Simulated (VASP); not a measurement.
# InAs (F-43m) in VASP: a series of runs

The runs below take InAs through relaxation of cell and atoms, with PBEsol, r2SCAN.

Everything below comes from runs of VASP 6.6.1. Logs are shortened: lines on timing, memory, paths and dates and some standing lists are left out, and cuts for length are marked.

### 1 The structure

The structure is cubic, space group F-43m (No. 216). Conventional cell: a = 6.036 Å, b = 6.036 Å, c = 6.036 Å, α = 90.00°, β = 90.00°, γ = 90.00°. Around In (site symmetry -43m) lie 4 As at 2.61 Å. Around As (site symmetry -43m) lie 4 In at 2.61 Å.

### 2 Relaxation of cell and atoms, PBEsol

Input file INCAR:

```
PREC = Accurate ; ENCUT = 600
EDIFF = 1E-6 ; ISMEAR = 0
SIGMA = 0.03 ; LREAL = F
LASPH = T ; NELM = 80
ALGO = Normal ; ISIF = 3
LWAVE = F ; LCHARG = F
GGA = PS ; IBRION = 2
NSW = 90 ; EDIFFG = -0.01
KPAR = 8
```

Input file KPOINTS:

```
Automatic mesh
0
Gamma
  10 10 10
```

Input file POSCAR:

```
InAs
1.0
    0.0000000000      3.0180000000      3.0180000000
    3.0180000000      0.0000000000      3.0180000000
    3.0180000000      3.0180000000      0.0000000000
In As
1 1
Direct
    0.0000000000      0.0000000000      0.0000000000
    0.2500000000      0.2500000000      0.2500000000
```

Potentials or basis: VASP PAW PBE potentials, release 64 (In_d, As).

Launch:

```bash
$ cat potpaw_PBE.64/In_d/POTCAR potpaw_PBE.64/As/POTCAR > POTCAR
$ mpirun -np 8 vasp_std > vasp.out
```

OUTCAR:

```text
PREC = Accurate
   ENCUT = 600
   EDIFF = 1E-6
   ISMEAR = 0
   LREAL = F
   LASPH = T
   NELM = 80
   ISIF = 3
   GGA = PS
   IBRION = 2
   NSW = 90
   EDIFFG = -0.01

 ion  position               nearest neighbor table
   1  0.000  0.000  0.000-   2 2.61   2 2.61   2 2.61   2 2.61
   2  0.250  0.250  0.250-   1 2.61   1 2.61   1 2.61   1 2.61

  LATTYP: Found a face centered cubic cell.
 ALAT       =     6.0360000000

  Lattice vectors:

 A1 = (   0.0000000000,   3.0180000000,   3.0180000000)
 A2 = (   3.0180000000,   0.0000000000,   3.0180000000)
 A3 = (   3.0180000000,   3.0180000000,   0.0000000000)

Analysis of symmetry for initial positions (statically):
=====================================================================
 Subroutine PRICEL returns:
 Original cell was already a primitive cell.

 Routine SETGRP: Setting up the symmetry group for a
 face centered cubic supercell.

 Subroutine GETGRP returns: Found 24 space group operations
 (whereof 24 operations were pure point group operations)
 out of a pool of 48 trial point group operations.

The static configuration has the point symmetry T_d .

Analysis of symmetry for dynamics (positions and initial velocities):
=====================================================================
 Subroutine PRICEL returns:
 Original cell was already a primitive cell.

 Routine SETGRP: Setting up the symmetry group for a
 face centered cubic supercell.

 Subroutine GETGRP returns: Found 24 space group operations
 (whereof 24 operations were pure point group operations)
 out of a pool of 48 trial point group operations.

The dynamic configuration has the point symmetry T_d .

 Subroutine INISYM returns: Found 24 space group operations
 (whereof 24 operations are pure point group operations),
 and found     1 'primitive' translations

----------------------------------------------------------------------------------------

                                     Primitive cell

  volume of cell :      54.9778

  direct lattice vectors                    reciprocal lattice vectors
     0.000000000  3.018000000  3.018000000    -0.165672631  0.165672631  0.165672631
     3.018000000  0.000000000  3.018000000     0.165672631 -0.165672631  0.165672631
     3.018000000  3.018000000  0.000000000     0.165672631  0.165672631 -0.165672631

  length of vectors
     4.268096531  4.268096531  4.268096531     0.286953414  0.286953414  0.286953414

  position of ions in fractional coordinates (direct lattice)
     0.000000000  0.000000000  0.000000000
     0.250000000  0.250000000  0.250000000

  ion indices of the primitive-cell ions
   primitive index   ion index
                 1           1
                 2           2

----------------------------------------------------------------------------------------

 KPOINTS: Automatic mesh

Automatic generation of k-mesh.
 Grid dimensions read from file:
 generate k-points for:   10   10   10

 Generating k-lattice:

  Cartesian coordinates                     Fractional coordinates (reciprocal lattice)
    -0.016567263  0.016567263  0.016567263     0.100000000  0.000000000  0.000000000
     0.016567263 -0.016567263  0.016567263     0.000000000  0.100000000  0.000000000
     0.016567263  0.016567263 -0.016567263     0.000000000  0.000000000  0.100000000

  Length of vectors
     0.028695341  0.028695341  0.028695341

  Shift w.r.t. Gamma in fractional coordinates (k-lattice)
     0.000000000  0.000000000  0.000000000

 Subroutine IBZKPT returns following result:
 ===========================================

 Found     47 irreducible k-points:

 Following reciprocal coordinates:
            Coordinates               Weight
  0.000000  0.000000  0.000000      1.000000
  0.100000  0.000000  0.000000      8.000000
  0.200000  0.000000  0.000000      8.000000
  0.300000  0.000000  0.000000      8.000000
  0.400000  0.000000  0.000000      8.000000
  0.500000  0.000000  0.000000      4.000000
[... 16 lines left out ...]
  0.300000  0.300000  0.000000      6.000000
  0.400000  0.300000  0.000000     24.000000
 [... further k-points ...]
   k-points           NKPTS =     47   k-points in BZ     NKDIM =     47   number of bands    NBANDS=     13
   number of dos      NEDOS =    301   number of ions     NIONS =      2
   total plane-waves  NPLWV =  46656
   dimension x,y,z NGX =    36 NGY =   36 NGZ =   36
   dimension x,y,z NGXF=    72 NGYF=   72 NGZF=   72
   ions per type =               1   1
   NGX,Y,Z   is equivalent  to a cutoff of  14.02, 14.02, 14.02 a.u.
   NGXF,Y,Z  is equivalent  to a cutoff of  28.04, 28.04, 28.04 a.u.
 SYSTEM =  unknown system
   PREC   = accura    normal or accurate (medium, high low for compatibility)
   ISTART =      0    job   : 0-new  1-cont  2-samecut
   ICHARG =      2    charge: 1-file 2-atom 10-const
   ISPIN  =      1    spin polarized calculation?
   LNONCOLLINEAR =      F non collinear calculations
   LSORBIT =      F    spin-orbit coupling
   LASPH  =      T    aspherical Exc in radial PAW
   ENCUT  =  600.0 eV  44.10 Ry    6.64 a.u.   8.52  8.52  8.52*2*pi/ulx,y,z
   NELM   =     80;   NELMIN=  2; NELMDL= -5     # of ELM steps
   EDIFF  = 0.1E-05   stopping-criterion for ELM
   LREAL  =      F    real-space projection
   EDIFFG = -.1E-01   stopping-criterion for IOM
   NSW    =     90    number of steps for IOM
   IBRION =      2    ionic relax: 0-MD 1-quasi-New 2-CG
   NFREE  =      1    steps in history (QN), initial steepest desc. (CG)
   ISIF   =      3    stress and relaxation
   ISYM   =      2    0-nonsym 1-usesym 2-fastsym
   POTIM  = 0.5000    time-step for ionic-motion
   TEBEG  =    0.0;   TEEND  =   0.0 temperature during run
   PSTRESS=    0.0 pullay stress
   NELECT =      18.0000    total number of electrons
   NUPDOWN=      -1.0000    fix difference up-down
   EMIN   =  10.00;   EMAX   =-10.00  energy-range for DOS
   EFERMI =   0.00;   METHOD = LEGACY
   ISMEAR =     0;   SIGMA  =   0.03  broadening in eV -4-tet -1-fermi 0-gaus
   EFERMI_NEDOS =   21; number of points for ismear=-14 and -15
   IALGO  =     38    algorithm
   IMIX   =      4    mixing-type and parameters
     AMIX     =   0.40;   BMIX     =  1.00
     AMIX_MAG =   1.60;   BMIX_MAG =  1.00
  volume/ion in A,a.u.               =      27.49       185.50
  Fermi-wavevector in a.u.,A,eV,Ry     =   1.128331  2.132236 17.321990  1.273130
  Thomas-Fermi vector in A             =   2.265020
   LORBIT       =      0    0 simple, 1 ext, 2 COOP (PROOUT), +10 PAW based schemes
   GGA     = PS    functional components
   LHFCALC =     F    Hartree Fock is set to
   AEXX    =    0.0000 exact exchange contribution
   IVDW    =     0    specifies the selected vdW correction
   LEPSILON=     F    determine dielectric tensor
   LRPA    =     F    only Hartree local field effects (RPA)
 conjugate gradient relaxation of ions
 non-spin polarized calculation
 Gauss-broadening in eV      SIGMA  =   0.03
  energy-cutoff  :      600.00
  volume of cell :       54.98
 maximum number of plane-waves:      1854
 NGX is ok and might be reduce to    36
   NGX = 17   NGY = 17   NGZ = 17

--------------------------------------- Ionic step        1  -------------------------------------------

 number of electron      18.0000003 magnetization

 Free energy of the ion-electron system (eV)
  ---------------------------------------------------
  ext. energy  EPLUGINS =         0.00000000
  ---------------------------------------------------
  free energy    TOTEN  =        -8.48258744 eV

  energy without entropy =       -8.48254116  energy(sigma->0) =       -8.48256430

 E-fermi :   4.4372     XC(G=0):  -9.3082

 val. band max:        4.4280757956   @ k =   0.0000   0.0000   0.0000
 cond. band min:       5.3138913390   @ k =   0.5000   0.0000   0.0000
 fundamental gap:      0.8858155435
 Fermi energy:         4.4372128700

 k-point     1 :       0.0000    0.0000    0.0000
  band No.  band energies     occupation
      1      -9.9157      2.00000
      2      -9.9157      2.00000
      3      -9.9157      2.00000
      4      -9.7854      2.00000
      5      -9.7854      2.00000
      6      -7.4982      2.00000
      7       4.1730      2.00000
      8       4.4281      1.33333
      9       4.4281      1.33333
     10       4.4281      1.33333
     11       8.2865      0.00000
     12       8.2865      0.00000
     13       8.2865      0.00000

 k-point     2 :       0.1000    0.0000    0.0000
  band No.  band energies     occupation
      1      -9.9299      2.00000
      2      -9.9117      2.00000
      3      -9.9117      2.00000
      4      -9.7855      2.00000
      5      -9.7855      2.00000
      6      -7.3919      2.00000
      7       2.8805      2.00000
      8       4.2966      2.00000
      9       4.2966      2.00000
     10       5.3430      0.00000
     11       8.3433      0.00000
     12       8.4787      0.00000
     13       8.4787      0.00000
[... 401 lines left out ...]
 VOLUME and BASIS-vectors are now :
 -----------------------------------------------------------------------------
  energy-cutoff  :      600.00
  volume of cell :       57.21
      direct lattice vectors                 reciprocal lattice vectors
     0.000000000  3.058384205  3.058384205    -0.163485019  0.163485019  0.163485019
     3.058384205  0.000000000  3.058384205     0.163485019 -0.163485019  0.163485019
     3.058384205  3.058384205 -0.000000000     0.163485019  0.163485019 -0.163485019

 POSITION                                       TOTAL-FORCE (eV/Angst)
 -----------------------------------------------------------------------------------
      3.05838      0.00000      3.05838        -0.000000     -0.000000     -0.000000
      1.52919      1.52919      1.52919         0.000000      0.000000      0.000000
 -----------------------------------------------------------------------------------
    total drift:                               -0.000000     -0.000000     -0.000000

  FREE ENERGIE OF THE ION-ELECTRON SYSTEM (eV)
  ---------------------------------------------------
  free  energy   TOTEN  =        -8.4884693404 eV

  energy  without entropy=       -8.4884230617  energy(sigma->0) =       -8.48844620

--------------------------------------- Ionic step        3  -------------------------------------------

 number of electron      18.0000003 magnetization

 Free energy of the ion-electron system (eV)
  ---------------------------------------------------
  ext. energy  EPLUGINS =         0.00000000
  ---------------------------------------------------
  free energy    TOTEN  =        -8.49004261 eV

  energy without entropy =       -8.48999633  energy(sigma->0) =       -8.49001947

 E-fermi :   4.1651     XC(G=0):  -9.1897

 val. band max:        4.1559976031   @ k =   0.0000   0.0000   0.0000
 cond. band min:       4.9842054498   @ k =   0.5000   0.0000   0.0000
 fundamental gap:      0.8282078467
 Fermi energy:         4.1651346752

 k-point     1 :       0.0000    0.0000    0.0000
  band No.  band energies     occupation
      1     -10.1329      2.00000
      2     -10.1329      2.00000
      3     -10.1329      2.00000
      4     -10.0138      2.00000
      5     -10.0138      2.00000
      6      -7.5955      2.00000
      7       3.7638      2.00000
      8       4.1560      1.33333
      9       4.1560      1.33333
     10       4.1560      1.33333
     11       8.0026      0.00000
     12       8.0026      0.00000
     13       8.0026      0.00000

 k-point     2 :       0.1000    0.0000    0.0000
  band No.  band energies     occupation
      1     -10.1454      2.00000
      2     -10.1293      2.00000
      3     -10.1293      2.00000
      4     -10.0139      2.00000
      5     -10.0139      2.00000
      6      -7.4945      2.00000
      7       2.5749      2.00000
      8       4.0306      2.00000
      9       4.0306      2.00000
     10       4.9895      0.00000
     11       8.0461      0.00000
     12       8.1880      0.00000
     13       8.1880      0.00000
[... 365 lines left out ...]
 VOLUME and BASIS-vectors are now :
 -----------------------------------------------------------------------------
  energy-cutoff  :      600.00
  volume of cell :       56.49
      direct lattice vectors                 reciprocal lattice vectors
     0.000000000  3.045454063  3.045454063    -0.164179131  0.164179131  0.164179131
     3.045454063  0.000000000  3.045454063     0.164179131 -0.164179131  0.164179131
     3.045454063  3.045454063 -0.000000000     0.164179131  0.164179131 -0.164179131

 POSITION                                       TOTAL-FORCE (eV/Angst)
 -----------------------------------------------------------------------------------
      0.00000      0.00000      0.00000        -0.000000      0.000000     -0.000000
      1.52273      1.52273      1.52273         0.000000     -0.000000      0.000000
 -----------------------------------------------------------------------------------
    total drift:                               -0.000000     -0.000000     -0.000000

  FREE ENERGIE OF THE ION-ELECTRON SYSTEM (eV)
  ---------------------------------------------------
  free  energy   TOTEN  =        -8.4900426074 eV

  energy  without entropy=       -8.4899963287  energy(sigma->0) =       -8.49001947

 reached required accuracy - stopping structural energy minimisation
```

Wall time 15 s (8 MPI ranks of AMD EPYC 9R45 (Zen 5), shared host); peak memory 0.25 GiB.

Results:

```yaml
Free_energy: -8.4900 eV
Relaxed_volume: 28.25 Å³/atom
Relaxed_cell: a = 4.307 Å, b = 4.307 Å, c = 4.307 Å, α = 60.00°, β = 60.00°, γ = 60.00°
Space_group_after_relaxing_to_0.05_Å: F-43m (No. 216)
Energy_gained_by_relaxing: 3.7 meV/atom
Ionic_steps: 3
Pressure_after_relaxing: 0.0 GPa
Band_gap_on_the_k_mesh: none (metal or under the smearing width)
```

The path:
| step | energy change (eV) | largest force (eV/Å) | pressure (GPa) | volume (Å³) |
| --- | --- | --- | --- | --- |
| 1 | 0.0000 | 0.0000 | 1.62 | 54.98 |
| 2 | -0.0059 | 0.0000 | -0.70 | 57.21 |
| 3 | -0.0075 | 0.0000 | 0.01 | 56.49 |

Final structure:
```xyz
2
Lattice="0.0000 3.0455 3.0455 3.0455 0.0000 3.0455 3.0455 3.0455 0.0000" Properties=species:S:1:pos:R:3 pbc="T T T"
In    0.0000    0.0000    0.0000
As    1.5227    1.5227    1.5227
```

Levels at points of the mesh, in eV from the Fermi level:
| k point | band 7 | band 8 | band 9 | band 10 | band 11 | band 12 |
| --- | --- | --- | --- | --- | --- | --- |
| (0.00, 0.00, 0.00) | -0.40 | -0.01 | -0.01 | -0.01 | 3.84 | 3.84 |
| (0.50, 0.00, 0.00) | -5.71 | -0.97 | -0.97 | 0.82 | 4.60 | 4.60 |
| (0.50, 0.50, 0.00) | -5.80 | -2.28 | -2.28 | 1.47 | 1.97 | 8.93 |

Caveat: the PAW data sets were made with another functional, which shifts forces and pressure a little; this crystal is a semiconductor, whose small gap the functional closes, so the metal is an error of the method.

[end of part 1 of 2]
